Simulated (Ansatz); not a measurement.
Crystal: BAs.

```xyz
2
Lattice="0.0000 2.3885 2.3885 2.3885 0.0000 2.3885 2.3885 2.3885 0.0000" Properties=species:S:1:pos:R:3 pbc="T T T"
As    3.5827    3.5827    3.5827
B     0.0000    0.0000    0.0000
```

| Quantity | Value |
| --- | --- |
| Program | Ansatz 0.2.0 |
| Task | relaxation of cell and atoms |
| Functional | PBE |
| Potentials or basis | all-electron LAPW, scalar-relativistic |
| Basis error allowed | 0.001 eV/atom |
| k mesh | 10 × 10 × 10 |
| Occupations | fermi-dirac, width 0.05 eV |
| Spin | no spin polarisation |

At the start: volume 13.63 Å³/atom.

Q: How do energy, volume and symmetry change on relaxing?

A: Over 4 steps the energy falls by 2.3 meV/atom and the volume is 13.90 Å³/atom (+2.0 %); space group F-43m (No. 216, to 0.05 Å).

Step by step:
```tsv
step	energy change (eV)	largest force (eV/Å)	volume (Å³)
1	0.0000	0.0000	27.25
2	-0.0042	0.0000	27.65
3	-0.0046	0.0000	27.80
4	-0.0046	0.0000	27.80
```

Final structure:
```
As B
1.0
     0.00000    2.40431    2.40431
     2.40431    0.00000    2.40431
     2.40431    2.40431    0.00000
As B
1 1
Direct
  0.75000 0.75000 0.75000
  0.00000 0.00000 0.00000
```
